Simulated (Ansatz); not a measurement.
# Thickness series of a NiSi2/Si/CoSi2 junction, part 4 of 6

Wanted: T(E), the conductance and its decay constant for NiSi2/Si/CoSi2. The lower electrode is NiSi2 fluorite(111), the upper one CoSi2 fluorite(111); the barrier is Si diamond(111) (whole bilayers). In the first transport cell, after relaxation, the nearest pair of electrode and barrier is Si–Si at 2.36 Å, along the normal, at the lower face and Si–Si at 2.38 Å, along the normal, at the upper one. All share a net of side 3.84 Å, which strains the lower electrode by +0.0 %, the upper one by +1.3 % and the barrier by -0.7 %, against typed lattice constants near PBE's. The first steps treat the bulk electrodes alone.

Ansatz 0.2.0; PBE DFT, plane waves, PAW files (the session's first sound run).

So far, transmission at the Fermi level (a spin, zone mean): step 5 (the open system: T(E)) 0.0619. Also channels of the lower lead: step 5 1.16.

## (6) Conductance, atomic planes in the barrier 4, gap between the electrodes 8.7 Å

Level of this step: PBE DFT, plane waves, PAW files; ballistic transmission by layer matching between semi-infinite leads (Ansatz).

System of this step: NiSi2/Si/CoSi2. The cell holds 55 atoms: 38 Si, 8 Ni and 9 Co. Its edges and angles: a = 3.840 Å, b = 3.840 Å, c = 73.294 Å, α = 90.0°, β = 90.0°, γ = 120.0°. Regions: left electrode, 25 atoms (17 Si and 8 Ni); barrier, 4 atoms (4 Si); right electrode, 26 atoms (17 Si and 9 Co). Vacuum lies along c.

The conductance needs T(E) within ten thermal energies of the Fermi level, on steps under 1.5 kT, and a finer mesh (24×24), since the current can rest on few wavevectors.

input.yaml reads:

```yaml
crystal:
  lattice:
    - [3.84, 0.0, 0.0]
    - [-1.92, 3.3255375505, 0.0]
    - [0.0, 0.0, 73.2936740955]
  atoms:
    - { symbol: Si, position: [0.0, 0.0, 0.0955061959] }
    - { symbol: Si, position: [0.66666667, 0.33333333, 0.116813864] }
    - { symbol: Ni, position: [0.0, 0.0, 0.1277358791] }
    - { symbol: Si, position: [0.33333333, 0.66666667, 0.1386578943] }
    - { symbol: Si, position: [0.0, 0.0, 0.1599655623] }
    - { symbol: Ni, position: [0.33333333, 0.66666667, 0.1708875775] }
    - { symbol: Si, position: [0.66666667, 0.33333333, 0.1818095927] }
    - { symbol: Si, position: [0.33333333, 0.66666667, 0.2031172607] }
    - { symbol: Ni, position: [0.66666667, 0.33333333, 0.2140392759] }
    - { symbol: Si, position: [0.0, 0.0, 0.224961291] }
    - { symbol: Si, position: [0.66666667, 0.33333333, 0.2462689591] }
    - { symbol: Ni, position: [0.0, 0.0, 0.2571909742] }
    - { symbol: Si, position: [0.33333333, 0.66666667, 0.2681129894] }
    - { symbol: Si, position: [0.0, 0.0, 0.2894206574] }
    - { symbol: Ni, position: [0.33333333, 0.66666667, 0.3003426726] }
    - { symbol: Si, position: [0.66666667, 0.33333333, 0.3112646878] }
    - { symbol: Si, position: [0.33333333, 0.66666667, 0.3325723558] }
    - { symbol: Ni, position: [0.66666667, 0.33333333, 0.343494371] }
    - { symbol: Si, position: [0.0, 0.0, 0.3544163861] }
    - { symbol: Si, position: [0.66666667, 0.33333333, 0.3757240542] }
    - { symbol: Ni, position: [0.0, 0.0, 0.3866460693] }
    - { symbol: Si, position: [0.33333333, 0.66666667, 0.3975680845] }
    - { symbol: Si, position: [0.0, 0.0, 0.4188757525] }
    - { symbol: Ni, position: [0.33333333, 0.66666667, 0.4297977677] }
    - { symbol: Si, position: [0.66666667, 0.33333333, 0.4416627619] }
    - { symbol: Si, position: [0.66666667, 0.33333333, 0.4738508978] }
    - { symbol: Si, position: [0.0, 0.0, 0.4847231187] }
    - { symbol: Si, position: [0.0, 0.0, 0.5171272768] }
    - { symbol: Si, position: [0.33333333, 0.66666667, 0.5278927349] }
    - { symbol: Si, position: [0.33333333, 0.66666667, 0.5603702572] }
    - { symbol: Co, position: [0.66666667, 0.33333333, 0.5698925631] }
    - { symbol: Si, position: [0.0, 0.0, 0.5800746832] }
    - { symbol: Si, position: [0.66666667, 0.33333333, 0.601535598] }
    - { symbol: Co, position: [0.0, 0.0, 0.6117177182] }
    - { symbol: Si, position: [0.33333333, 0.66666667, 0.6218998383] }
    - { symbol: Si, position: [0.0, 0.0, 0.6433607531] }
    - { symbol: Co, position: [0.33333333, 0.66666667, 0.6535428733] }
    - { symbol: Si, position: [0.66666667, 0.33333333, 0.6637249935] }
    - { symbol: Si, position: [0.33333333, 0.66666667, 0.6851859083] }
    - { symbol: Co, position: [0.66666667, 0.33333333, 0.6953680284] }
    - { symbol: Si, position: [0.0, 0.0, 0.7055501486] }
    - { symbol: Si, position: [0.66666667, 0.33333333, 0.7270110634] }
    - { symbol: Co, position: [0.0, 0.0, 0.7371931836] }
    - { symbol: Si, position: [0.33333333, 0.66666667, 0.7473753037] }
    - { symbol: Si, position: [0.0, 0.0, 0.7688362185] }
    - { symbol: Co, position: [0.33333333, 0.66666667, 0.7790183387] }
    - { symbol: Si, position: [0.66666667, 0.33333333, 0.7892004588] }
    - { symbol: Si, position: [0.33333333, 0.66666667, 0.8106613736] }
    - { symbol: Co, position: [0.66666667, 0.33333333, 0.8208434938] }
    - { symbol: Si, position: [0.0, 0.0, 0.831025614] }
    - { symbol: Si, position: [0.66666667, 0.33333333, 0.8524865288] }
    - { symbol: Co, position: [0.0, 0.0, 0.8626686489] }
    - { symbol: Si, position: [0.33333333, 0.66666667, 0.8728507691] }
    - { symbol: Si, position: [0.0, 0.0, 0.8943116839] }
    - { symbol: Co, position: [0.33333333, 0.66666667, 0.9044938041] }
kpoints:
  mp_grid: { grid: [8, 8, 1] }
scf:
  occupations: { method: fermi_dirac, width: 0.1 }
  max_iter: 150
hamiltonian:
  xc: pbe
output:
  transmission:
    kmesh: [24, 24]
    e_range: [-0.26, 0.27]
    de: 0.0375
    leads: [[10, 13], [41, 44]]
```

The run is started by

```bash
> ansatz run input.yaml --threads 8 --pin off --max-ram 24576MiB --backend cpu --events-out ev --progress --plain --runs-dir out
```

Numbers of over 12 decimals in the logs are rounded to 6 here.

Log:

```text
[...]
Crystal: 55 atoms, lattice volume = 935.965 Å³
Basis set: ecut = 420 eV, 18245 PW (Γ)
Bands: 280, of which v1, the nominal top of the filled ones, is band 225 counted from 1 (224 counted from 0)
Symmetry: 6 space group operations
[...]
k-points: 10 of 64 (time reversal used)
[...]
SCF iter   1: F=—  HF=-117030.519666 eV  |F-HF|=—  |Δ(HF+E_count)|=         —  Δρ=1.07e-2  dr2=1.59e1  ethr=1.77e-3  ⟨swp⟩=8.6  Hψ=14447  notcnv=0  defer=121
[...]
SCF iter  14: F=-117030.344931 eV  HF=-117030.344931 eV  |F-HF|=1.34e-8  |Δ(HF+E_count)|=   1.87e-8  Δρ=8.19e-7  dr2=1.54e-8  ethr=2.23e-11  ⟨swp⟩=21.5  Hψ=11305  notcnv=0
SCF 1 converged in 14 iterations: F = -117030.344931 eV  dr2 = 1.54e-8
[...]
transmission: 314 of 3111 steps passed
transmission: 628 of 3111 steps passed
[...]
transmission: 3111 of 3111 steps passed
SCF converged after 14 iterations
Free energy (F): -117030.344931 eV
[...]
Internal energy: -117029.705359 eV  (E = F + TS)
E sigma→0 (E₀):  -117030.025145 eV
Entropy (-TS):   -0.639572 eV (-11.629 meV/atom)
Fermi energy:    8.819624 eV
[...]
--- Band table (eV; the first three rows and the last of 10) ---
  k-point 0: bands = [... 221 lower, 10.0632, 10.1018, 10.2258, 10.2258, 10.2518, 10.4297, 10.4677, 10.4677, ... 51 higher]
  k-point 1: bands = [... 221 lower, 9.6561, 9.7158, 9.7364, 9.8211, 9.8982, 9.9407, 10.0152, 10.1525, ... 51 higher]
  k-point 2: bands = [... 221 lower, 8.8375, 8.9271, 8.9731, 9.0411, 9.1276, 9.2655, 9.2955, 9.4811, ... 51 higher]
  k-point 9: bands = [... 221 lower, 8.0092, 8.1385, 8.2324, 8.2615, 8.3281, 8.3441, 8.3705, 8.3836, ... 51 higher]
--- Transmission ---
  basis      : 109 plane waves across, 51 finite elements along
  points     : 61, standing for a mesh of 24 x 24
  filling    : by the input's occupations and mesh, since the crystals that have channels conduct as metals do. If one of these is a semiconductor, that mesh has misplaced its level
[...]
filled         : 20.9 meV under the level at which it is neutral
    channels       : 1.060764e0 a spin
    conductance    : 6.3070e14 S/m² at 300 K; may be off by some 0.0 % by where its bands' edges are placed, 5.6 % from the k-mesh, 1.1 % from the distance to neutral
    slowest decay  : 0.0356 /Å at (0.2083, 0.1667)
[...]
filled         : 12.2 meV over the level at which it is neutral
    channels       : 1.369792e0 a spin
[...]
slowest decay  : 0.1115 /Å at (0.4167, 0.0833)
  junction   : crystal 0 to crystal 1, 20.43 to 52.50 Å
    transmission   : 1.502987e-1 a spin
    conductance    : 8.6787e13 S/m² at 300 K (8.0011e13 on every other point, 8.4805e13 on every other energy)
    error estimate : 2.3 % from the energy spacing and 0.1 % from band edges of the leads and from resonances (wavevectors taken as independent; lower de), 14.4 % from the k-mesh, 7.4 % from the steps of its leads' Hamiltonians or their offsets (lay more layers), 2.6 % from the distance to neutral
    resistance     : 1.0111e-2 Ω µm² beyond half of each lead's own
```

The job ended after 3.6 min (8 threads of Arm Neoverse V2, shared host; peak memory 9.1 GiB; 24 min of CPU time).

Numbers from this step:

| Item | Value |
| --- | --- |
| free energy | -117030.3449 eV |
| Fermi energy | 8.820 eV |
| transmission at the Fermi level (a spin, zone mean) | 0.1503 |
| channels of the lower lead | 1.061 |
| channels of the upper lead | 1.370 |
| potential step in the lower lead | 8.9 meV |
| ballistic conductance of the lower lead | 6.31e14 S/m² |
| potential step in the upper lead | 5.3 meV |
| ballistic conductance of the upper lead | 8.07e14 S/m² |
| junction conductance | 8.68e13 S/m² |
| error estimates by source, in the log's order | 2.3, 0.1, 14.4, 7.4, 2.6 % |
| resistance-area product beyond the leads | 0.01011 Ω um² |

One spin. Table of transmission, zone mean by energy, zero at the Fermi level:

```csv
energy (eV),"transmission, zone mean"
-0.260,0.128
-0.223,0.133
-0.185,0.152
-0.147,0.169
-0.110,0.164
-0.072,0.148
-0.035,0.146
0.003,0.150
0.040,0.130
0.077,0.125
0.115,0.131
0.152,0.145
0.190,0.151
0.228,0.145
0.265,0.146
```

One spin. Open channels, zone mean against energy, zero at the Fermi level:

```csv
energy (eV),lower lead,upper lead
-0.260,0.842,1.60
-0.223,0.852,1.55
-0.185,0.915,1.47
-0.147,0.946,1.45
-0.110,1.01,1.42
-0.072,1.03,1.37
-0.035,1.03,1.35
0.003,1.06,1.37
0.040,1.06,1.28
0.077,1.08,1.23
0.115,1.13,1.21
0.152,1.15,1.20
0.190,1.19,1.20
0.228,1.26,1.17
0.265,1.28,1.12
```

Transmission over k1 and k2. At 0.0025 eV from the Fermi level.

Ten even steps from '_' (0.000) to '@' (0.993):
```
________________________________________________
________________________________________________
____________@@____@@____________________________
________..==::..__..::==..______________________
________==**==::::::::==**==____________________
______@@::====..--::--..====::@@________________
________..::..--==____==--..::..________________
__________::--==++==__==++==--::________________
______@@..::::__====****====__::::..@@__________
________::::--____**++**++**____--::::__________
________====..====****....****====..====________
________..**==--++==++..__..++==++--==**..______
__________====..====****....****====..====______
____________::::--____**++**++**____--::::______
____________@@..::::__====****====__::::..@@____
__________________::--==++==__==++==--::________
__________________..::..--==____==--..::..______
__________________@@::====..--::--..====::@@____
______________________==**==::::::::==**==______
________________________..==::..__..::==..______
______________________________@@____@@__________
________________________________________________
________________________________________________
________________________________________________
```
Columns: k1 (b1) from -0.5 to 0.458; rows upwards: k2 (b2) from -0.5 to 0.458.

G = 8.7e13 S/m² (1/G = 0.0115 Ω µm²). The largest error estimate is 14 %, from the mesh across the current. In the worse lead the potential repeats within 8.9 meV, which the program lets pass, though it still puts 7.4 % of error on the junction's conductance through them. By hand, Landauer's formula with T at one energy: G = (e²/h) ΣT / A = 3.874e-5 S × 0.301 / 12.77 Å² = 9.1e13 S/m², with T summed over both spins. The printed value averages T over the Fermi window and is 0.95 times this.

[end of part 4 of 6]

[Logs are printed without paths, hosts, clocks, repeated set-up lines and the standing remarks that a program may print on its own settings, such as how far it seeks lower states.]

[Hosts, paths, dates, database ids (printed as entryN), source tags and the programs' standing remarks are cut or masked in the printed files.]
